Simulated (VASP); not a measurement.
A run of VASP 6.6.1 is set up as follows.

The input INCAR:

```
SYSTEM = TiC
  ALGO = Normal
  EDIFF = 1E-7
  EDIFFG = -0.005
  ENCUT = 600
  IBRION = 2
  ISIF = 3
  ISMEAR = 1
  LASPH = .TRUE.
  LCHARG = .FALSE.
  LMIXTAU = .TRUE.
  LREAL = .FALSE.
  LWAVE = .FALSE.
  METAGGA = R2SCAN
  NELM = 80
  NSW = 90
  PREC = Accurate
  SIGMA = 0.1
```

Contents of KPOINTS:

```
k-points
0
G
  14 14 14
  0 0 0
```

The input POSCAR:

```
TiC                                     
1.0
    0.0000000000      2.1660913093      2.1660913093
    2.1660913093      0.0000000000      2.1660913093
    2.1660913093      2.1660913093     -0.0000000000
  Ti              C             
     1     1
Direct
     0.0000000000000000    0.0000000000000000    0.0000000000000000
     0.5000000000000000    0.5000000000000000    0.5000000000000000
```

Potentials or basis: VASP PAW PBE potentials, release 64 (Ti_sv, C).

Command:

```sh
$ cat potpaw_PBE.64/Ti_sv/POTCAR potpaw_PBE.64/C/POTCAR > POTCAR
$ mpirun -np 1 vasp_std > vasp.out
```

Problem. Predict the band gap on the k mesh.

Solution. None (metal or under the smearing width).

Final structure:
```xyz
2
Lattice="0.0000 2.1661 2.1661 2.1661 0.0000 2.1661 2.1661 2.1661 0.0000" Properties=species:S:1:pos:R:3 pbc="T T T"
Ti    0.0000    0.0000    0.0000
C     2.1661    2.1661    2.1661
```

Caveat: the relaxation stopped at its first step, so nothing moved.
